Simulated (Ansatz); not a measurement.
## A computed series for BaSnO3: pressure series

The reference is BaSnO3 in the cubic perovskite structure (space group Pm-3m, No. 221; a = 4.176 Å).

Cell and atoms are relaxed at each pressure.

The values are results of PBE in Ansatz (plane waves to 420 eV, PAW, no spin-orbit coupling), not measurements.

```
pressure (GPa)  band gap (eV)
--------------  -------------
-2                       0.30
-1                       0.39
0                        0.48
0.9                      0.56
2.1                         ?
4.5                      0.85
9                        1.19
15                       1.60
```

Q: Fit E_g = E₀ + αP + βP² to the rows shown and predict the withheld row.

A: Least squares on the printed values gives E₀ = 0.48 eV, α = 86.3 meV/GPa, β = -0.77 meV/GPa² (largest residual 0.00 eV); this predicts 0.66 eV, and the run gives 0.66 eV, in agreement.

Load acts through the strain it causes; cell and atoms are relaxed under it. Whether these cells are dynamically stable was not tested. Competing high-pressure phases were not computed. The zero or small gap of BaSnO3 under pressure −2 GPa can change with the level of theory.

Ansatz is a quantum-chemistry and plane-wave program.
